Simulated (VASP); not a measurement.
**Li (a cell with a defect): single point with PBE**

Crystal: Li (a cell with a defect).

```xyz
15
Lattice="6.8672 0.0000 0.0000 0.0000 6.8672 0.0000 0.0000 0.0000 6.8672" Properties=species:S:1:pos:R:3 pbc="T T T"
Li    0.0056    0.0056    3.4426
Li    0.0056    3.4426    0.0055
Li    0.0855    3.2994    3.2994
Li    3.4426    0.0056    0.0055
Li    3.2994    0.0855    3.2994
Li    3.2994    3.2994    0.0855
Li    3.4920    3.4920    3.4920
Li    0.5610    0.5610    0.5610
Li    1.7264    1.7264    5.0809
Li    1.7264    5.0809    1.7263
Li    1.6174    5.2542    5.2542
Li    5.0809    1.7264    1.7263
Li    5.2542    1.6174    5.2542
Li    5.2542    5.2542    1.6174
Li    5.2084    5.2083    5.2084
```

The cell was built by a generator and needn't be a form met in nature.

```json
{
  "Program": "VASP 6.6.1",
  "Task": "single point",
  "Functional": "PBE",
  "Potentials or basis": "VASP PAW PBE potentials, release 64 (Li_sv)",
  "Cutoff": "520 eV",
  "k mesh": "2 × 2 × 2",
  "Occupations": "methfessel-paxton, width 0.1 eV",
  "Spin": "no spin polarisation",
  "Dipole correction": "no",
  "Further INCAR settings": "LREAL = Auto; ALGO = Fast; EDIFF = 1e-07; NBANDS = 36"
}
```

The largest force is 0.096 eV/Å. The band gap on the k mesh is none (metal or under the smearing width).

Forces on the atoms (eV/Å):
```
Li   0.005  0.005 -0.004
Li   0.005 -0.004  0.005
Li  -0.003  0.004  0.004
Li  -0.004  0.005  0.005
Li   0.004 -0.003  0.004
Li   0.004  0.004 -0.003
Li   0.009  0.009  0.009
Li  -0.055 -0.055 -0.055
Li   0.007  0.007 -0.001
Li   0.007 -0.001  0.007
Li   0.004 -0.004 -0.004
Li  -0.001  0.007  0.007
Li  -0.004  0.004 -0.004
Li  -0.004 -0.004  0.004
Li   0.027  0.027  0.027
```

Levels at points of the mesh, in eV from the Fermi level:
```tsv
k point	band 19	band 20	band 21	band 22	band 23	band 24	band 25	band 26
(0.00, 0.00, 0.00)	-0.95	-0.95	-0.90	-0.76	0.31	0.41	0.41	0.67
(0.50, 0.00, 0.00)	-0.52	-0.46	-0.46	-0.33	-0.30	-0.29	-0.24	1.27
(0.50, 0.50, 0.00)	-2.10	-0.02	0.01	0.10	0.15	0.25	0.26	0.31
(0.50, 0.50, 0.50)	-1.58	-1.58	-1.57	-1.54	-1.37	2.33	2.33	2.58
```

It took 2.4 min on 1 thread of Intel(R) Xeon(R) Platinum 8488C (Sapphire Rapids) (shared host), peak memory 0.36 GiB.

Caveat: the k mesh is coarse (spacing up to 0.46 Å⁻¹), so the values aren't converged.
